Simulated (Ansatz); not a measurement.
# Cu3Au

Computed with Ansatz (plane waves, PAW, 420 eV cutoff): PBE, scalar-relativistic, no spin polarisation, Γ-centred 10×10×10 mesh, 0.05 eV Gaussian smearing; PAW files: Ansatz's generated set soft_2.

```xyz
4
Lattice="3.7792 0.0000 0.0000 0.0000 3.7792 0.0000 0.0000 0.0000 3.7792" Properties=species:S:1:pos:R:3 pbc="T T T"
Cu    0.0000    1.8896    1.8896
Cu    1.8896    0.0000    1.8896
Cu    1.8896    1.8896    0.0000
Au    0.0000    0.0000    0.0000
```

The chain of runs began from a cell as deposited in COD, expanded in volume.

The cell is relaxed to zero pressure at this level.

Path: Γ–X–M–Γ–R–X | R–M, with Γ = (0.000, 0.000, 0.000), X = (0.000, 0.500, 0.000), M = (0.500, 0.500, 0.000), R = (0.500, 0.500, 0.500) in reciprocal vectors of the calculation's cell.

Task: Is it a metal or an insulator, and if it has a gap, where are the band edges on this path?

Result: A metal: bands cross the Fermi level.

Bands as a text map, energy in eV from the Fermi level (dashes), each leg drawn with the same width:
```
  4.86 |                 *        **     *     **    
  4.57 |                             *  *            
  4.29 |     *   *       *         * * * *    *      
  4.00 |                            ***  *  **       
  3.71 |         *        *       *     *      *     
  3.43 |    *                          *             
  3.14 |          *                   *              
  2.86 |                           * *  *     *      
  2.57 |   *      *     *  *                 *       
  2.29 |           *                *       *        
  2.00 |  *                                          
  1.71 |           *        *          *             
  1.43 |**          *        **                      
  1.14 |               *    * ***                    
  0.86 | *          *      *     *                   
  0.57 |             *    *           *              
  0.29 |              *  **       *              ****
  0.00 |--*----------*-***----------------------*----
 -0.29 |              ***          * *         * ****
 -0.57 |             **                       *******
 -0.86 |   *         *              *       ***      
 -1.14 |            *  *             **              
 -1.43 |************    * ************ * *****       
 -1.71 |************    ********  ** ******* *****   
 -2.00 |  ********* ********   *** * *   ***  *  ****
 -2.29 |**** ************ ******** *  * ****   *   **
 -2.57 |    ***** **    ***     ***   ******   ****  
 -2.86 |******   ***** *******************  *******  
        Γ      X      M      Γ      R      XR       M
```

It ran for 8.3 s on 4 threads of Intel(R) Xeon(R) 6975P-C (Granite Rapids), on a shared host, peak memory 0.62 GiB.

For elements this heavy, spin–orbit coupling would shift levels and gaps; it isn't included here.
